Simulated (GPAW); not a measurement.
BeTe, 2 atoms in the cell. Symmetry: F-43m, No. 216, cubic system. The conventional cell has a = 5.577 Å, b = 5.577 Å, c = 5.577 Å, α = 90.00°, β = 90.00°, γ = 90.00°. Te (site symmetry -43m) is surrounded by 4 Be at 2.41 Å. Be (site symmetry -43m) has 4 Te at 2.41 Å as nearest neighbours. 

| Item | Value |
| --- | --- |
| Program | GPAW 26.7.0 |
| Task | dielectric tensor |
| Functional | PBE |
| Potentials or basis | GPAW PAW data sets (gpaw-data 1.2.1) |
| Cutoff | 650 eV |
| Basis | pw |
| k mesh | 7 × 7 × 7 |
| Occupations | fermi-dirac, width 0.001 eV |
| Spin | no spin polarisation |
| Response ecut | 80 eV |
| Maxiter | 150 |
| Response k mesh | 21 × 21 × 21 |
| Response bands | 24 |
| Kernels | ["RPA"] |
| Coarser k mesh | 21 × 21 × 21 |

Potentials or basis: GPAW PAW data sets (gpaw-data 1.2.1), pw.

Command:

```console
$ OMP_NUM_THREADS=1 python run.py
```

Hardware: 1 thread of Arm Neoverse V2, on a shared host.

How long does it take, and how much memory?

Wall time 3.8 min on 1 thread of Arm Neoverse V2 (shared host), peak memory 0.57 GiB. Counts: scf iterations 21, plane waves 1647, bands 11, k points 20.
